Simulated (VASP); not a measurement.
The system is TiCo.

```
CELL_PARAMETERS angstrom
2.98611 0.00000 0.00000
0.00000 2.98611 0.00000
0.00000 0.00000 2.98611
ATOMIC_POSITIONS crystal
Ti 0.00000 0.00000 0.00000
Co 0.50000 0.50000 0.50000
```

The cell comes from a database or a generator and needn't be the stable form of this composition.

Base run:

| Item | Value |
| --- | --- |
| Program | VASP 6.6.1 |
| Functional | PBE |
| Potentials or basis | VASP PAW PBE potentials, release 64 (Ti_sv, Co) |
| Cutoff | 520 eV |
| k mesh | 6 × 6 × 6 |
| Occupations | tetrahedron |
| Spin | collinear spin, typed start |
| Starting moments | [0.0, 0.6] μB |

Its results: band gap on the k mesh none (metal or under the smearing width); pressure 0.1 GPa; net moment 0.92 μB per cell; site moments Ti -0.04; Co +1.01 μB.

Q: The run is repeated on the same cell with these changes: occupations from tetrahedron to gaussian, width 0.1 eV; moments at the start from [0.0, 0.6] to [-1.0, 3.0]. What comes out?

A: Band gap on the k mesh none (metal or under the smearing width); pressure -2.2 GPa; net moment 0.37 μB per cell; site moments Ti -0.09; Co +0.51 μB.

Caveats: tetrahedron occupations give inexact forces and stress in metals (some runs).
